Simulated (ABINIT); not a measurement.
BAs in ABINIT: convergence with boxcutmin

Input of the first run (boxcutmin 1.3); the others differ in this setting and in those tied to it:

File run.abi:

```
# Pseudopotentials
pp_dirpath "./"
pseudos "As.GGA_PBE-JTH.xml, B.GGA_PBE-JTH.xml"

# Structure
acell 6.3832096775 6.3832096775 6.3832096775
rprim
     0.0000000000     0.7071067812     0.7071067812
     0.7071067812     0.0000000000     0.7071067812
     0.7071067812     0.7071067812     0.0000000000
ntypat 2
znucl 33 5
natom 2
typat 1 2
xred
     0.7500000000     0.7500000000     0.7500000000
     0.0000000000     0.0000000000     0.0000000000

# Plane-wave basis
ecut 15.0
pawecutdg 30.0
pawxcdev 0

# k points
kptopt 1
ngkpt 10 10 10
nshiftk 1
shiftk 0.0 0.0 0.0

# Exchange and correlation
ixc -106131

# Bands and occupations
nband 13
occopt 6
tsmear 0.05 eV

# SCF cycle
nstep 100
tolvrs 1.0e-9
boxcutmin 1.3

# Output
iomode 3
prtwf 0
prtden 0
prteig 0
prtebands 0
enunit 1
```

Potentials or basis: JTH PAW PBE v2.0.

Run with:

```console
$ abinit run.abi > log 2>&1
```

Hardware: 1 thread of Arm Neoverse V2, with other jobs on the host.

| boxcutmin | energy less the tightest run (meV/atom) | pressure (GPa) | SCF cycles | CPU time (s) | peak memory (GiB) |
| --- | --- | --- | --- | --- | --- |
| 1.3 | 0.76 | 7.50 | 11 | 7.6 | 0.08 |
| 1.5 | 0.75 | 7.50 | 11 | 8.3 | 0.08 |
| 1.7 | -0.20 | 7.56 | 12 | 9.5 | 0.09 |
| 1.85 | -0.20 | 7.56 | 12 | 12 | 0.09 |
| 2 | -0.07 | 7.57 | 12 | 12 | 0.09 |
| 2.3 | -0.01 | 7.55 | 12 | 14 | 0.1 |
| 2.7 | 0.00 | 7.57 | 12 | 18 | 0.11 |

Against the tightest run, the energy stays within 1 meV/atom from 1.3 on; the pressure stays within 0.1 GPa from 1.3 on. The tightest run that finished is the yardstick and may itself not be fully converged.

Caveat, for the tightest run too: the PAW data sets were made with another functional, which shifts forces and pressure a little.
